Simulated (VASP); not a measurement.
# SnO2 (Cassiterite) (P4_2/mnm) in VASP: further runs, part 2 of 2

VASP 6.6.1. Earlier steps stand in the parts before.

### 3 Relaxation of cell and atoms, PBEsol

This run uses another cell than the first one, of 12.20 Å³/atom, 1.023 times its volume.

Input file INCAR:

```
PREC     = Accurate       # precision mode
ENCUT    = 600            # plane-wave cutoff, eV
EDIFF    = 1E-7           # SCF threshold, eV
ISMEAR   = 0              # smearing method
SIGMA    = 0.03           # smearing width, eV
LREAL    = False          # projectors in reciprocal space
LASPH    = True           # aspherical terms in the spheres
NELM     = 80             # most SCF steps
ALGO     = Normal         # electronic algorithm
ISIF     = 3              # what is computed and relaxed
LWAVE    = False          # write WAVECAR
LCHARG   = False          # write CHGCAR
GGA      = PS             # functional
IBRION   = 2              # ionic algorithm
NSW      = 90             # ionic steps
EDIFFG   = -0.005         # ionic threshold
KPAR     = 2
```

Input file KPOINTS:

```
Automatic mesh
0
Gamma
  6 6 8
```

Input file POSCAR:

```
SnO2                                    
1.0
    4.7706380394     -0.0000000000      0.0000000000
   -0.0000000000      4.7706380394      0.0000000000
    0.0000000000      0.0000000000      3.2166384875
  Sn              O             
     2     4
Direct
     0.0000000000000000    0.0000000000000000    0.0000000000000000
     0.5000000000000000    0.5000000000000000    0.5000000000000000
     0.3063031679320566    0.3063031679320566    0.0000000000000000
     0.1936968320679434    0.8063031679320566    0.5000000000000000
     0.6936968320679434    0.6936968320679434    0.0000000000000000
     0.8063031679320566    0.1936968320679434    0.5000000000000000
```

Potentials or basis: VASP PAW PBE potentials, release 64 (Sn_d, O).

The run is started by

```
cat potpaw_PBE.64/Sn_d/POTCAR potpaw_PBE.64/O/POTCAR > POTCAR
mpirun -np 2 vasp_std > vasp.out
```

OUTCAR:

```text
PREC = Accurate
   ENCUT = 600
   EDIFF = 1E-7
   ISMEAR = 0
   LREAL = False
   LASPH = True
   NELM = 80
   ISIF = 3
   GGA = PS
   IBRION = 2
   NSW = 90
   EDIFFG = -0.005

 ion  position               nearest neighbor table
   1  0.000  0.000  0.000-   3 2.07   5 2.07   4 2.07   6 2.07   4 2.07   6 2.07   2 3.74   2 3.74
                             2 3.74   2 3.74   2 3.74   2 3.74   2 3.74   2 3.74
   2  0.500  0.500  0.500-   4 2.07   6 2.07   5 2.07   3 2.07   3 2.07   5 2.07   1 3.74   1 3.74
                             1 3.74   1 3.74   1 3.74   1 3.74   1 3.74   1 3.74
   3  0.306  0.306  0.000-   1 2.07   2 2.07   2 2.07
   4  0.194  0.806  0.500-   2 2.07   1 2.07   1 2.07
   5  0.694  0.694  0.000-   1 2.07   2 2.07   2 2.07
   6  0.806  0.194  0.500-   2 2.07   1 2.07   1 2.07

  LATTYP: Found a simple tetragonal cell.
 ALAT       =     4.7706380394
 C/A-ratio  =     0.6742575020

  Lattice vectors:

 A1 = (   4.7706380394,   0.0000000000,   0.0000000000)
 A2 = (   0.0000000000,   4.7706380394,   0.0000000000)
 A3 = (   0.0000000000,   0.0000000000,   3.2166384875)

Analysis of symmetry for initial positions (statically):
=====================================================================
 Subroutine PRICEL returns:
 Original cell was already a primitive cell.

 Routine SETGRP: Setting up the symmetry group for a
 simple tetragonal supercell.

 Subroutine GETGRP returns: Found 16 space group operations
 (whereof  8 operations were pure point group operations)
 out of a pool of 16 trial point group operations.

The static configuration has the point symmetry D_2h.
 The point group associated with its full space group is D_4h.

Analysis of symmetry for dynamics (positions and initial velocities):
=====================================================================
 Subroutine PRICEL returns:
 Original cell was already a primitive cell.

 Routine SETGRP: Setting up the symmetry group for a
 simple tetragonal supercell.
[... 138 lines left out ...]
   LORBIT       =      0    0 simple, 1 ext, 2 COOP (PROOUT), +10 PAW based schemes
   GGA     = PS    functional components
   LHFCALC =     F    Hartree Fock is set to
   AEXX    =    0.0000 exact exchange contribution
   IVDW    =     0    specifies the selected vdW correction
   LEPSILON=     F    determine dielectric tensor
   LRPA    =     F    only Hartree local field effects (RPA)
 conjugate gradient relaxation of ions
 non-spin polarized calculation
 Gauss-broadening in eV      SIGMA  =   0.03
  energy-cutoff  :      600.00
  volume of cell :       73.21
 maximum number of plane-waves:      2469
 NGX is ok and might be reduce to    40
   NGX = 19   NGY = 19   NGZ = 13

--------------------------------------- Ionic step        1  -------------------------------------------

 number of electron      52.0000006 magnetization

 Free energy of the ion-electron system (eV)
  ---------------------------------------------------
  ext. energy  EPLUGINS =         0.00000000
  ---------------------------------------------------
  free energy    TOTEN  =       -39.67945799 eV

  energy without entropy =      -39.67945799  energy(sigma->0) =      -39.67945799

------------------------ aborting loop because EDIFF is reached ----------------------------------------

  FORCE on cell =-STRESS in cart. coord.  units (eV):
  Direction    XX          YY          ZZ          XY          YZ          ZX
  --------------------------------------------------------------------------------------
  -------------------------------------------------------------------------------------
  Total        0.0269358      0.0269358     -0.0024143     -0.0000000      0.0000000      0.0000000
  in kB        0.5895018      0.5895018     -0.0528379     -0.0000000      0.0000000      0.0000000
  external PRESSURE =       0.3753885 kB  Pullay stress =       0.0000000 kB
[... 67 lines left out ...]
--------------------------------------- Ionic step        3  -------------------------------------------

 number of electron      52.0000006 magnetization

 Free energy of the ion-electron system (eV)
  ---------------------------------------------------
  ext. energy  EPLUGINS =         0.00000000
  ---------------------------------------------------
  free energy    TOTEN  =       -39.67946634 eV

  energy without entropy =      -39.67946634  energy(sigma->0) =      -39.67946634

 E-fermi :   5.9269     XC(G=0): -11.4131

 val. band max:        5.7471528429   @ k =   0.0000   0.0000   0.0000
 cond. band min:       6.6309942905   @ k =   0.0000   0.0000   0.0000
 fundamental gap:      0.8838414477
 Fermi energy:         5.9269264092

 k-point     1 :       0.0000    0.0000    0.0000
  band No.  band energies     occupation
      1     -15.2509      2.00000
      2     -14.5048      2.00000
      3     -14.2678      2.00000
      4     -14.2423      2.00000
      5     -14.2423      2.00000
      6     -14.1752      2.00000
[... 805 lines left out ...]
     30      14.1855      0.00000
     31      14.9158      0.00000

 [... further k-points ...]
[... 5 lines left out ...]
  --------------------------------------------------------------------------------------
  -------------------------------------------------------------------------------------
  Total        0.0002764      0.0002764     -0.0228827     -0.0000000      0.0000000      0.0000000
  in kB        0.0060476      0.0060476     -0.5006454     -0.0000000      0.0000000      0.0000000
  external PRESSURE =      -0.1628501 kB  Pullay stress =       0.0000000 kB
[... 21 lines left out ...]
  FREE ENERGIE OF THE ION-ELECTRON SYSTEM (eV)
  ---------------------------------------------------
  free  energy   TOTEN  =       -39.6794663394 eV

  energy  without entropy=      -39.6794663394  energy(sigma->0) =      -39.67946634

 reached required accuracy - stopping structural energy minimisation
```

Run time: 1.8 min. Hardware: 2 MPI ranks of Intel Xeon Platinum 8488C (Sapphire Rapids), shared host; peak memory 0.27 GiB.

What came out:

```
Free energy                            : -39.6795 eV
Relaxed volume                         : 12.20 Å³/atom
Relaxed cell                           : a = 4.771 Å, b = 4.771 Å, c = 3.217 Å, α = 90.00°, β = 90.00°, γ = 90.00°
Space group after relaxing (to 0.05 Å) : P4_2/mnm (No. 136)
Energy gained by relaxing              : 0.0 meV/atom
Ionic steps                            : 3
Pressure after relaxing                : 0.0 GPa
Band gap on the k mesh                 : 0.88 eV, direct
```

Final structure:
```
Sn O
1.0
     4.77140    0.00000    0.00000
     0.00000    4.77140    0.00000
     0.00000    0.00000    3.21659
Sn O
2 4
Direct
  0.00000 0.00000 0.00000
  0.50000 0.50000 0.50000
  0.30626 0.30626 0.00000
  0.19374 0.80626 0.50000
  0.69374 0.69374 0.00000
  0.80626 0.19374 0.50000
```

Caveat: the PAW data sets were made with another functional, which shifts forces and pressure a little; spin-orbit coupling is left out, which moves the levels of the heavy elements. As with any semilocal functional, this PBEsol gap is likely too small.
